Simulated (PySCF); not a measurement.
Molecule: cyclopentadiene (SMILES C1=CCC=C1).

Geometry (Å), atoms numbered from 1 in this order:
```xyz
11

C    -1.046    0.740   -0.203
C     0.229    1.148   -0.155
C     1.117   -0.025    0.098
C     0.146   -1.156    0.183
C    -1.097   -0.692    0.006
H    -1.914    1.353   -0.368
H     0.601    2.149   -0.272
H     1.689    0.090    1.021
H     1.840   -0.169   -0.709
H     0.447   -2.172    0.360
H    -2.007   -1.264    0.013
```

Frames of a GFN2-xTB Langevin trajectory at 300 K; GIAO PBE0/pcSseg-1 shieldings in PySCF 2.14, gas phase, non-relativistic; equivalent atoms averaged within each frame.

Shifts are taken against calculated references (same method and geometry level): TMS for $^{13}$C (σref 186.93), $^{1}$H (σref 31.72). The references are static minima.

Q: How do the shifts (ppm) fluctuate along the trajectory?

A: 
```csv
time (fs),C1/C5,C2/C4,C3,H6/H11,H7/H10,H8/H9
optimised geometry,139.8,141.6,45.7,6.83,6.72,3.09
250,144.4,137.2,41.9,6.96,6.30,2.94
425,140.8,139.1,49.6,6.84,6.98,3.96
625,140.5,138.4,52.3,6.82,6.58,2.56
800,138.1,141.5,52.8,6.20,7.17,3.08
1000,139.9,138.7,47.6,6.82,6.39,3.02
mean of frames,140.7,139.0,48.8,6.73,6.68,3.11
standard deviation,2.3,1.6,4.4,0.30,0.38,0.52
```

5 frames give an uncertainty of the mean of about the standard deviation over 2.2 at best, since frames this close in time may not be independent; classical motion lacks zero-point vibration, and the reference would need the same averaging.
